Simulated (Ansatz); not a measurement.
# H7C16F: the cost of one run

Method: DFT PBE, plane waves, PAW, scalar-relativistic, no spin polarisation, in Ansatz 0.2.0.

### 1 The structure to begin with

The cell holds 24 atoms (C16H7F): a = 5.049 Å, b = 5.049 Å, c = 16.776 Å, α = 90.00°, β = 90.00°, γ = 60.00°.

Its coordinates follow in the input file.

### 2 Relaxing end A

Contents of input.yaml:

```yaml
crystal:
  lattice:
    - [5.048742, 0.0, 0.0]
    - [2.524371, 4.372339, 0.0]
    - [0.0, 0.0, 16.776426]
  atoms:
    - { symbol: H, position: [0.1666667, 0.1666667, 0.0596075] }
    - { symbol: H, position: [0.6666667, 0.1666667, 0.0596075] }
    - { symbol: H, position: [0.1666667, 0.6666667, 0.0596075] }
    - { symbol: H, position: [0.6666667, 0.6666667, 0.0596075] }
    - { symbol: C, position: [0.1666667, 0.1666667, 0.1251757] }
    - { symbol: C, position: [0.6666667, 0.1666667, 0.1251757] }
    - { symbol: C, position: [0.1666667, 0.6666667, 0.1251757] }
    - { symbol: C, position: [0.6666667, 0.6666667, 0.1251757] }
    - { symbol: C, position: [-0.1666667, 0.3333333, 0.1558905] }
    - { symbol: C, position: [0.3333333, 0.3333333, 0.1558905] }
    - { symbol: C, position: [-0.1666667, 0.8333333, 0.1558905] }
    - { symbol: C, position: [0.3333333, 0.8333333, 0.1558905] }
    - { symbol: C, position: [-0.1666667, 0.3333333, 0.248035] }
    - { symbol: C, position: [0.3333333, 0.3333333, 0.248035] }
    - { symbol: C, position: [-0.1666667, 0.8333333, 0.248035] }
    - { symbol: C, position: [0.3333333, 0.8333333, 0.248035] }
    - { symbol: C, position: [0.0, 0.0, 0.2787498] }
    - { symbol: C, position: [0.5, 0.0, 0.2787498] }
    - { symbol: C, position: [0.0, 0.5, 0.2787498] }
    - { symbol: C, position: [0.5, 0.5, 0.2787498] }
    - { symbol: H, position: [0.0, 0.5, 0.344318] }
    - { symbol: H, position: [0.5, 0.5, 0.344318] }
    - { symbol: F, position: [0.4940946, 0.2511546, 0.3651806] }
    - { symbol: H, position: [0.6013699, 0.3379223, 0.3890236] }
basis:
  ecutwfc: 420.0
kpoints:
  mp_grid: { grid: [3, 3, 1] }
hamiltonian:
  xc: pbe
  pseudopotentials: { kind: paw, azcp: { folder: soft_1 } }
scf:
  occupations: { method: gaussian, width: 0.05 }
  lower_state_search: "off"
relax:
  f_tol: 0.03
  max_steps: 60
  adjacent_minimum: "off"
  constraints: [{ sites: [0, 1, 2, 3, 4, 5, 6, 7, 8, 9, 10, 11] }]
```

Command:

```
$ ansatz run input.yaml --threads 1 --pin off --max-ram 3072MiB --backend cpu --events-out ev --progress --plain --runs-dir out
```

What time and memory should one allow on 1 thread of Arm Neoverse N1, shared host?

About 5 min, with a peak of 0.63 GiB.
